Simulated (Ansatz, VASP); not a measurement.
**BP: VASP beside Ansatz**

```
B P
1.0
     0.00000    2.24729    2.24729
     2.24729    0.00000    2.24729
     2.24729    2.24729    0.00000
B P
1 1
Direct
  0.00000 0.00000 0.00000
  0.75000 0.75000 0.75000
```

Alike in both runs: functional PBEsol; k mesh 10 × 10 × 10; no spin polarisation.

Ansatz relaxed the structure, and its values are those at the end. VASP's run is a single point on that final structure, the one shown.

|  | VASP | Ansatz |
| --- | --- | --- |
| version | VASP 6.6.1 | Ansatz 0.2.0 |
| potentials or method | VASP PAW PBE potentials, release 64 (B, P) | scalar-relativistic, plane waves, PAW |
| plane-wave cutoff (eV) | 520 | 420 |
| occupations | gaussian, width 0.01 eV | fixed |
| valence electrons in the cell | 8 | 8 |

VASP gave:

```
gap on the k mesh at the Fermi level (eV) : 1.09
least direct gap on the mesh (eV)         : 3.40
pressure (GPa)                            : 3.1
```

**Question.** Estimate Ansatz's values.

**Answer.** gap on the k mesh at the Fermi level (eV): 1.10; least direct gap on the mesh (eV): 3.41; pressure (GPa): 3.0.

Caveats: the PAW data sets were made with another functional, which shifts forces and pressure a little (VASP). A k mesh can miss the band edges. Expect the measured gap to be larger: semilocal functionals such as PBEsol lack the derivative discontinuity.
